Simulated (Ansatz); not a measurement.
Runs of Ansatz 0.2.0 on Sn. The structure is tetragonal, space group I4_1/amd (No. 141). Conventional cell: a = 5.880 Å, b = 5.880 Å, c = 3.199 Å, α = 90.00°, β = 90.00°, γ = 90.00°. Sn (site symmetry -4m2) has 6 Sn at 3.05 to 3.20 Å as nearest neighbours. 

| level | cutoff (eV) | gap on the mesh (eV) | pressure (GPa) | relaxed volume (Å³/atom) |
| --- | --- | --- | --- | --- |
| BLYP | 420 | none | 0.0 | (a) |
| LDA | 420 | none | 0.0 | 26.17 |
| RPBE | 420 | none | 0.0 | 29.29 |
| PBEsol | 420 | none | 0.0 | 26.89 |
| PBE | 420 | none | 0.0 | 28.43 |
| revPBE | 420 | none | 0.0 | (b) |
| r2SCAN | 500 | none | 0.0 | 27.60 |

Alike in all rows: task relaxation of cell and atoms; potentials or basis Ansatz PAW; no spin polarisation; cell relaxed; k mesh 9 × 9 × 9; smearing fermi-dirac 0.05 eV.

**Question.** Fill in the values left out.

**Answer.** (a) 31.19; (b) 29.04.

Caveats: the plane-wave basis is chosen anew once the cell has moved, so the energies of steps on either side of that aren't comparable; the PAW data sets come from PBE, with cores solved anew for the run's functional, which leaves a small shift of forces and pressure (some runs).

A k mesh can miss the band edges, and the runs leave out spin-orbit coupling on Sn.

A gap of «none» marks a metal or a gap under the smearing width.
